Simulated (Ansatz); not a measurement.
Steps from a short run of molecular dynamics on a 2×2×1 supercell (16 atoms) of MgO (wurtzite), relaxed with r2SCAN; forces from PBE in the PAW code Ansatz, 3×3×4 mesh, Fermi-Dirac smearing of 0.020 eV, a Langevin thermostat at fixed volume, set at 200 K. Computed, non-magnetic; the trajectory is short and the cell small, so nothing here is a converged average. The structure comes from a prototype and may be hypothetical.

Cell vectors in Å:
```
 6.5764  0.0000  0.0000
-3.2882  5.6954  0.0000
 0.0000  0.0000  5.0344
```

Q: At 3 fs the positions in Å are
```
Mg   0.007   1.902  -0.039
Mg   1.647   0.960   2.456
O    0.012   1.880   1.939
O    1.627   0.941   4.447
Mg  -1.638   4.754  -0.052
Mg  -0.008   3.801   2.475
O   -1.634   4.752   1.945
O   -0.012   3.797   4.463
Mg   3.292   1.901  -0.058
Mg   4.930   0.951   2.453
O    3.273   1.892   1.954
O    4.936   0.957   4.470
Mg   1.647   4.737  -0.045
Mg   3.294   3.794   2.457
O    1.647   4.750   1.944
O    3.279   3.793   4.448
```
What are the forces, and how far does the free energy (smearing included) lie above that of step 0, with the atoms on their sites?

A: 1.7 meV an atom; forces in eV/Å:
```
Mg  -0.086  -0.059  -0.113
Mg  -0.095  -0.226   0.191
O   -0.208   0.338   0.027
O    0.250   0.159   0.086
Mg  -0.197  -0.072   0.020
Mg   0.169  -0.141  -0.042
O   -0.121  -0.074  -0.117
O    0.166  -0.003  -0.015
Mg  -0.157  -0.115   0.045
Mg   0.058  -0.009   0.219
O    0.266   0.150  -0.262
O   -0.027  -0.115  -0.124
Mg  -0.076   0.156  -0.062
Mg  -0.036   0.092   0.081
O   -0.062  -0.127  -0.030
O    0.156   0.047   0.097
```

Q: At 6 fs the positions in Å are
```
Mg   0.014   1.905  -0.031
Mg   1.652   0.969   2.444
O    0.022   1.860   1.943
O    1.615   0.935   4.439
Mg  -1.634   4.765  -0.052
Mg  -0.016   3.806   2.483
O   -1.623   4.758   1.949
O   -0.025   3.793   4.472
Mg   3.295   1.903  -0.066
Mg   4.924   0.954   2.443
O    3.258   1.888   1.969
O    4.935   0.962   4.488
Mg   1.649   4.731  -0.039
Mg   3.298   3.794   2.446
O    1.652   4.752   1.953
O    3.274   3.792   4.443
```
What are the forces, and how far does the free energy (smearing included) lie above that of step 0, with the atoms on their sites?

A: 6.0 meV an atom; forces in eV/Å:
```
Mg  -0.183  -0.132  -0.165
Mg  -0.228  -0.447   0.400
O   -0.404   0.644   0.012
O    0.431   0.302   0.134
Mg  -0.327  -0.189   0.030
Mg   0.335  -0.293  -0.061
O   -0.241  -0.119  -0.195
O    0.327   0.058  -0.050
Mg  -0.287  -0.147   0.094
Mg   0.128  -0.046   0.383
O    0.553   0.300  -0.484
O   -0.010  -0.203  -0.261
Mg  -0.155   0.244  -0.108
Mg  -0.027   0.149   0.203
O   -0.167  -0.184  -0.076
O    0.256   0.061   0.144
```

Q: At 9 fs the positions in Å are
```
Mg   0.020   1.907  -0.026
Mg   1.657   0.976   2.432
O    0.028   1.845   1.949
O    1.606   0.929   4.432
Mg  -1.632   4.773  -0.051
Mg  -0.025   3.810   2.490
O   -1.612   4.763   1.952
O   -0.039   3.785   4.482
Mg   3.298   1.905  -0.075
Mg   4.917   0.955   2.434
O    3.248   1.888   1.978
O    4.933   0.966   4.502
Mg   1.649   4.727  -0.034
Mg   3.300   3.798   2.436
O    1.659   4.752   1.958
O    3.266   3.787   4.441
```
What are the forces, and how far does the free energy (smearing included) lie above that of step 0, with the atoms on their sites?

A: 11.6 meV an atom; forces in eV/Å:
```
Mg  -0.270  -0.230  -0.181
Mg  -0.328  -0.607   0.584
O   -0.567   0.869  -0.036
O    0.561   0.415   0.158
Mg  -0.442  -0.297   0.025
Mg   0.514  -0.437  -0.048
O   -0.383  -0.138  -0.256
O    0.478   0.170  -0.112
Mg  -0.397  -0.182   0.144
Mg   0.207  -0.063   0.493
O    0.764   0.413  -0.634
O    0.027  -0.287  -0.353
Mg  -0.213   0.283  -0.162
Mg   0.022   0.148   0.310
O   -0.316  -0.197  -0.090
O    0.343   0.139   0.158
```

Q: At 12 fs the positions in Å are
```
Mg   0.024   1.909  -0.024
Mg   1.659   0.979   2.423
O    0.030   1.835   1.952
O    1.597   0.924   4.429
Mg  -1.628   4.781  -0.051
Mg  -0.032   3.812   2.493
O   -1.603   4.768   1.956
O   -0.051   3.778   4.494
Mg   3.301   1.905  -0.085
Mg   4.911   0.954   2.425
O    3.243   1.892   1.984
O    4.927   0.971   4.515
Mg   1.646   4.723  -0.029
Mg   3.301   3.804   2.428
O    1.663   4.750   1.963
O    3.259   3.783   4.435
```
What are the forces, and how far does the free energy (smearing included) lie above that of step 0, with the atoms on their sites?

A: 17.1 meV an atom; forces in eV/Å:
```
Mg  -0.349  -0.327  -0.169
Mg  -0.378  -0.644   0.707
O   -0.655   0.991  -0.049
O    0.665   0.518   0.146
Mg  -0.574  -0.420   0.041
Mg   0.649  -0.537  -0.002
O   -0.487  -0.157  -0.330
O    0.593   0.267  -0.225
Mg  -0.533  -0.156   0.204
Mg   0.254  -0.039   0.567
O    0.873   0.441  -0.730
O    0.117  -0.397  -0.443
Mg  -0.211   0.306  -0.209
Mg   0.067   0.113   0.388
O   -0.442  -0.193  -0.110
O    0.411   0.233   0.213
```

Q: At 24 fs the positions in Å are
```
Mg   0.019   1.894  -0.030
Mg   1.678   0.978   2.408
O   -0.006   1.862   1.959
O    1.612   0.929   4.421
Mg  -1.621   4.801  -0.044
Mg  -0.022   3.806   2.514
O   -1.606   4.782   1.963
O   -0.047   3.770   4.530
Mg   3.288   1.898  -0.123
Mg   4.891   0.962   2.420
O    3.267   1.928   1.966
O    4.900   0.955   4.548
Mg   1.624   4.722  -0.023
Mg   3.312   3.816   2.413
O    1.656   4.718   1.967
O    3.260   3.782   4.416
```
What are the forces, and how far does the free energy (smearing included) lie above that of step 0, with the atoms on their sites?

A: 17.7 meV an atom; forces in eV/Å:
```
Mg  -0.464  -0.253  -0.041
Mg  -0.648  -0.148   0.616
O   -0.045   0.497   0.030
O    0.420   0.544   0.094
Mg  -0.652  -0.784   0.001
Mg   0.368  -0.440  -0.066
O   -0.219  -0.173  -0.357
O    0.413   0.281  -0.492
Mg  -0.444   0.231   0.468
Mg   0.415  -0.344   0.516
O    0.375  -0.002  -0.645
O    0.427  -0.376  -0.733
Mg   0.116   0.094  -0.189
Mg   0.016   0.168   0.489
O   -0.441   0.297  -0.056
O    0.363   0.408   0.366
```

Q: At 27 fs the positions in Å are
```
Mg   0.016   1.885  -0.031
Mg   1.679   0.978   2.409
O   -0.022   1.881   1.960
O    1.630   0.938   4.422
Mg  -1.622   4.796  -0.041
Mg  -0.012   3.800   2.521
O   -1.610   4.785   1.959
O   -0.038   3.771   4.533
Mg   3.281   1.900  -0.133
Mg   4.886   0.962   2.426
O    3.280   1.934   1.951
O    4.892   0.952   4.548
Mg   1.622   4.724  -0.025
Mg   3.316   3.816   2.414
O    1.648   4.706   1.970
O    3.268   3.788   4.417
```
What are the forces, and how far does the free energy (smearing included) lie above that of step 0, with the atoms on their sites?

A: 15.1 meV an atom; forces in eV/Å:
```
Mg  -0.449  -0.129  -0.030
Mg  -0.619   0.017   0.505
O    0.162   0.182   0.057
O    0.165   0.360   0.077
Mg  -0.544  -0.686  -0.050
Mg   0.128  -0.311  -0.105
O   -0.100  -0.178  -0.272
O    0.305   0.206  -0.503
Mg  -0.277   0.306   0.580
Mg   0.458  -0.397   0.452
O    0.108  -0.103  -0.524
O    0.511  -0.360  -0.768
Mg   0.160   0.034  -0.124
Mg  -0.031   0.178   0.459
O   -0.266   0.458  -0.078
O    0.288   0.424   0.324
```
